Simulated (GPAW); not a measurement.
# A GW chain in GPAW: NaCl (honeycomb monolayer), part 2 of 2

Wanted: ground state, empty states, screening and self-energy for NaCl (honeycomb monolayer).

GPAW 26.7.0; LDA and many-body steps on it, plane waves. Known limits of the many-body steps: short of the basis limit.

So far. Step 3 (Bands along the symmetry lines): The gap is 5.092 eV, as in the run before at this level. Step 4 (Empty states on the mesh, 6×6×1 mesh, 322 bands): On this mesh the gap is 5.092 eV.

**5. Screening and self-energy, 6×6×1 mesh, 145 bands, screening to 48 eV**

Now the one-shot GW correction: screening in the RPA, then the self-energy of the levels asked for.

This step: G0W0 on LDA, plane waves, PAW.

File run.py:

```python
import json
import numpy as np
from gpaw.mpi import world
from gpaw.response.g0w0 import G0W0

gw = G0W0('full.gpw',
    filename='gw',
    kpts=[0, 4],
    bands=(5, 9),
    ecut=48,
    nbands=145,
    truncation='2D',
    integrate_gamma='sphere',
    q0_correction=True,
    frequencies={'type': 'nonlinear', 'domega0': 0.15, 'omega2': 15.0},
    eta=0.1,
    nblocksmax=True)
gw.calculate()
res = {mode: {k: v for k, v in r.items() if k != 'sigma_eskwn'}
       for mode, r in gw.all_results.items()}

if world.rank == 0:
    with open('result.json', 'w') as f:
        json.dump(res, f, default=lambda x: x.tolist())
```

Command:

```console
> mpirun -n 4 gpaw python run.py
```

Output:

```text
Using integrator: PointIntegrator
NonLinearFrequencyDescriptor(from 0.000 to 72.497 eV, 162 points)
Nonperiodic BCs:  [False False  True]
Using integrator: PointIntegrator
NonLinearFrequencyDescriptor(from 0.000 to 72.497 eV, 162 points)
Nonperiodic BCs:  [False False  True]
Applying analytical 2D correction to W:
    Evaluating Gamma point contribution to W on a 17x17x1 grid
  ___  _ _ _
 |   || | | |
 | | || | | |
 |__ ||_____|
 |___|

BZ k-points: Symmetries present (total): 6

  [... matrices ...]
36 k-points: 6 x 6 x 1 Monkhorst-Pack grid + [1/12,1/12,0.000000]
7 k-points in the irreducible part of the Brillouin zone
       k-points in crystal coordinates                weights
   0:     0.00000000    0.00000000    0.00000000          1/36
   1:     0.16666667    0.00000000    0.00000000          6/36
   2:     0.33333333   -0.16666667    0.00000000          6/36
   3:     0.33333333    0.00000000    0.00000000          6/36
   4:     0.33333333    0.33333333    0.00000000          2/36
   5:     0.50000000    0.33333333    0.00000000         12/36
   6:     0.50000000    0.50000000    0.00000000          3/36

Distributing spins, k-points and bands (1 x 2 x 4) over 1 process
Number of blocks: 4

Quasi particle states:
k-points (IBZ indices): [0, 4]
Band range: (5, 9)
  [... matrices ...]
Computational parameters:
Plane wave cut-off: 48 eV
Number of bands: 145
Coulomb cutoff: 2D
Broadening: 0.1 eV

fxc modes: GW
Kernel: RPA
Using full-frequency real axis integration
Summing all q:

Calculating screened Coulomb potential
2D Coulomb truncation
NonLinearFrequencyDescriptor(from 0.000 to 72.497 eV, 162 points)
Removing empty qpoint cache files...

Calculating chi0 body with:
    Ground state adapter containing:
    Number of spins: 1
    Number of kpoints: 36
    Number of irreducible kpoints: 7
    Number of completely occupied states: 7
    Number of partially occupied states: 7
    Occupied states memory: 3.4453125 M / cpu

    Linear response parametrization:
    q_c: [1.387779e-17, 1.387779e-17, 0.0]
    Number of frequency points: 162
    Planewave cutoff: 48.0
    Number of bands: 145
    Number of planewaves: 151
    Broadening (eta): 0.1
    comm.size: 4
    kncomm.size: 1
    blockcomm.size: 4

    Memory estimate of potentially large arrays:
        chi0_wGG: 14.090584 M / cpu
Integrating chi0 body.

Symmetries of q_c:
    Direct symmetries (Uq -> q): 6
    Indirect symmetries (TUq -> q): 6
In total 12 allowed symmetries.

  [... matrices ...]
7 groups of equivalent kpoints. 80.555556% reduction.

Integral kind: spectral function
Integrating chi0 head and wings.

Symmetries of q_c:
    Direct symmetries (Uq -> q): 6
    Indirect symmetries (TUq -> q): 6
In total 12 allowed symmetries.

  [... matrices ...]
7 groups of equivalent kpoints. 80.555556% reduction.

Integral kind: spectral function wings

Calculating chi0 body with:
    Ground state adapter containing:
    Number of spins: 1
    Number of kpoints: 36
    Number of irreducible kpoints: 7
    Number of completely occupied states: 7
    Number of partially occupied states: 7
[... the further q-points ...]

Results:
f:      Occupation numbers
eps:     KS-eigenvalues [eV]
vxc:     KS vxc [eV]
exx:     Exact exchange [eV]
sigma:   Self-energies [eV]
dsigma:  Self-energy derivatives
Z:       Renormalization factors
qp:      QP-energies [eV]

k-point 0 (0): (0.000, 0.000, 0.000)                GW
band       f     eps     vxc     exx   sigma  dsigma       Z      qp
                                                                   GW
   5   1.000  -5.773 -16.357 -20.739   1.546  -0.191   0.840  -8.155
   6   1.000  -5.773 -16.357 -20.739   1.546  -0.191   0.840  -8.155
   7   0.000  -0.510  -5.567  -2.412  -1.372  -0.093   0.915   1.121
   8   0.000   1.313  -3.818  -1.741  -0.866  -0.078   0.928   2.437

k-point 1 (4): (0.333, 0.333, 0.000)                GW
band       f     eps     vxc     exx   sigma  dsigma       Z      qp
                                                                   GW
   5   1.000  -6.257 -15.381 -19.916   1.510  -0.193   0.839  -8.794
   6   1.000  -5.602 -15.584 -20.103   1.518  -0.173   0.852  -8.161
   7   0.000   2.789  -4.967  -1.780  -1.319  -0.095   0.914   4.496
   8   0.000   2.793  -6.556  -2.953  -1.501  -0.121   0.892   4.669
```

Wall time 39 s (4 MPI ranks of Arm Neoverse V2, shared host); peak memory 1.6 GiB.

Numbers from this step:

```yaml
g0w0_gap_on_the_mesh: 9.276 eV
least_direct_g0w0_gap_on_the_computed_points: 9.276 eV
z_at_the_valence_top: 0.8399
z_at_the_conduction_bottom: 0.9152
starting_gap_on_the_mesh: 5.092 eV
k_of_the_valence_top: 0, 0, 0
k_of_the_conduction_bottom: 0, 0, 0
```

The gap on the mesh goes from 5.09 eV to 9.28 eV, a correction of +4.18 eV.

Limits: finite bands, cutoff and mesh. v1 is the top filled band, c1 the lowest empty one. Levels before and after the correction, in eV, zero at the valence-band top of each column:

```
           conduction bottom  valence top
Kohn-Sham               5.09         0.00
     G0W0               9.28         0.00
```

```
             level  energy (eV)
Kohn-Sham  Γ v2-v1       -0.171
Kohn-Sham     Γ c1        5.092
Kohn-Sham     Γ c2        6.915
     G0W0  Γ v2-v1        0.000
     G0W0     Γ c1        9.276
     G0W0     Γ c2       10.591
```

**6. Where the time went**

Times are wall times on 4 MPI ranks of Arm Neoverse V2, shared host, good to a factor of about two.

```
                          step     time  share  memory (GiB)
                  ground state    4.5 s    3 %          0.71
bands along the symmetry lines    7.1 s    4 %          0.78
      empty states on the mesh  1.8 min   68 %           5.5
     screening and self-energy     39 s   24 %           1.6
```

**7. What came out**

| Property | Result |
| --- | --- |
| LDA gap | 5.09 eV, indirect |
| G0W0 gap on the mesh | 9.28 eV |
| GW settings | 6×6×1 mesh, 145 bands, screening to 48 eV, full frequency, Hilbert transform |
| known limits | short of the basis limit |

**Reading.** G0W0 moves the gap on the mesh from 5.09 eV to 9.28 eV (+4.18 eV), with Z of 0.84 and 0.92 at the edges. The dearest step here is «empty states on the mesh». Bands and cutoff are finite, so the gap stands short of the basis limit, usually by up to a few tenths of an eV; the mesh is an error of its own. In this program the long-wavelength screening can come out low in d oxides and layered crystals.

[Long decimals in the printed logs are rounded to 6 places.]

[Logs are printed without paths, hosts, clocks, repeated set-up lines and the standing remarks that a program may print on its own settings, such as how far it seeks lower states.]

[Paths, hosts, dates, memory and timing lines, banners, echoed tables and standing remarks are left out of the program output; an Ansatz launch command may be rebuilt from the run's recorded settings. Measured values are a selection of at most five: reports struck by readers or far from the other reports are left out. None is set beside runs whose start may be inverted or whose files or cutoffs have a known fault.]

[Runs of the session that timed out or met a known fault of the program may be left out.]

[Hosts, paths, dates, database ids (printed as entryN), source tags and the programs' standing remarks are cut or masked in the printed files.]

[Where the starting crystal was built by hand or by swapping elements, it need not be the compound's stable phase.]
